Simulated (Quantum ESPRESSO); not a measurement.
Runs of Quantum ESPRESSO 7.5 on CdTe. Symmetry: F-43m, No. 216, cubic system. The conventional cell has a = 6.410 Å, b = 6.410 Å, c = 6.410 Å, α = 90.00°, β = 90.00°, γ = 90.00°. Around Te (site symmetry -43m) lie 4 Cd at 2.78 Å. Around Cd (site symmetry -43m) lie 4 Te at 2.78 Å. 

```csv
task,level,potentials or basis,cell,k mesh,form of the LDA correlation,pressure (GPa)
phonons,LDA,GBRV 1.5 LDA,relaxed to 10 GPa,"4 × 4 × 4, shifted",PZ81,10.3
dielectric tensor,PBE,GBRV 1.5 PBE,as given,"6 × 6 × 6, shifted",-,(a)
phonons,LDA,GBRV 1.5 LDA,relaxed to 40 GPa,"4 × 4 × 4, shifted",PZ81,40.8
dielectric tensor,BLYP,GBRV 1.5 PBE,as given,"6 × 6 × 6, shifted",-,7.3
phonons,LDA,GBRV 1.5 LDA,relaxed to 5 GPa,"4 × 4 × 4, shifted",PZ81,5.1
```

Alike in all rows: no spin polarisation; cutoff (eV) 612; smearing fermi-dirac 0.05 eV.

Task: Fill in the values left out.

Result: (a) 4.5.

Caveats: the cell is more than 3 GPa from zero pressure, which shifts response properties; the potentials were made for another functional, which shifts forces and pressure (some runs).
